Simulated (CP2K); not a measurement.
The system is ZnS.

```
Zn S
1.0
     3.82121    0.00000    0.00000
     1.91060    3.30926    0.00000
     1.91060    1.10309    3.12000
Zn S
1 1
Direct
  0.75000 0.75000 0.75000
  0.00000 0.00000 0.00000
```

Program: CP2K 2026.2. Alike in all runs: no spin polarisation; cell as given; k mesh 9 × 9 × 9.

Problem. Order these runs on this cell by their band gap on the k mesh, lowest first.
A. level r2SCAN; potentials or basis POTENTIAL_UZH Zn GTH-SCAN-q12, S GTH-SCAN-q6; TZVP-MOLOPT-SCAN-GTH basis; smearing fermi-dirac 0.01 eV; EPS_DEFAULT 1.0E-9; NGRIDS 5; points a segment of the path (NPOINTS) 10; bands added on the path 6; CUTOFF of the grids 675 Ry
B. level PBE; potentials or basis POTENTIAL_UZH Zn GTH-PBE-q12, S GTH-PBE-q6; TZVP-MOLOPT-PBE-GTH basis; smearing fermi-dirac 0.05 eV; EPS_DEFAULT 1.0E-10; NGRIDS 4; CUTOFF of the grids 450 Ry
C. level LDA; potentials or basis GTH_POTENTIALS Zn GTH-PADE-q12, S GTH-PADE-q6; TZVP-MOLOPT-PBE-GTH basis; smearing fermi-dirac 0.05 eV; EPS_DEFAULT 1.0E-10; NGRIDS 4; points a segment of the path (NPOINTS) 8; bands added on the path 4; CUTOFF of the grids 450 Ry

Solution. C (1.80 eV), B (2.07 eV), A (2.50 eV).

Caveats: the basis of atomic orbitals isn't converged, which shifts pressures, moduli and gaps; an odd mesh through Γ misses points on the zone boundary, where band edges often lie (some runs).

Not every run made on this cell is shown here.
